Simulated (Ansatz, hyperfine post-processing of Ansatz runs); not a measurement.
# RbGdO2: isotropic lines and sites in a paramagnetic 87Rb spectrum

Calculated values: DFT, PBEsol+U, plane-wave PAW, default files (PAW set soft_2), collinear spin, scalar-relativistic (Ansatz), contact and point-dipole shifts scaled to 298 K with Θ = 0 K (a pure Curie law); spin-only moments, above the ordering temperature.

```xyz
8
Lattice="-3.5480 6.1453 0.0000 -3.5480 0.0000 0.0000 -1.7740 1.0242 6.5267" Properties=species:S:1:pos:R:3 pbc="T T T"
Gd   -3.5480    2.0484    3.2633
Gd   -5.3220    5.1211    3.2633
Rb    0.0000    0.0000    0.0000
Rb   -1.7740    3.0727    0.0000
O    -1.7740    1.0242    2.1029
O    -3.5480    4.0969    2.1029
O    -5.3220    3.0727    4.4238
O    -7.0960    6.1453    4.4238
```

87Rb MAS at 7.05 T (98.6 MHz), 60 kHz, 298 K; contact and dipolar shift alone, no orbital or quadrupolar part; lines under 1.5 % of the strongest are left out. Lines of the NMR spectrum (strongest = 100):

```tsv
position (ppm)	intensity
-2554.8	2.5
-1946.1	10
-1337.4	45
-728.7	100
-120.0	75
488.7	49
1097.4	13
1706.1	37
2314.9	42
2923.6	11
3532.3	33
4141.0	29
4749.7	25
5358.4	13
5967.1	6.1
6575.8	2.1
```

**Question.** Which lines are isotropic ones rather than spinning sidebands, and which Rb atoms give them?

Sidebands are spaced by 609 ppm (the spinning rate over the resonance of 98.6 MHz). An isotropic line need not be the tallest: it is the area-weighted centre of its own family of sidebands, and the one that stays put when the rate is changed. Isotropic shifts: 1097 ppm for atom 3 and the 1 atom equivalent to it (12 Gd through links of 93° (12) and 164° (6)), reduced anisotropy 4785 ppm.

[Logs are printed without paths, hosts, clocks, repeated set-up lines and the standing remarks that a program may print on its own settings, such as how far it seeks lower states.]

[Hosts, paths, dates, database ids (printed as entryN), source tags and the programs' standing remarks are cut or masked in the printed files.]
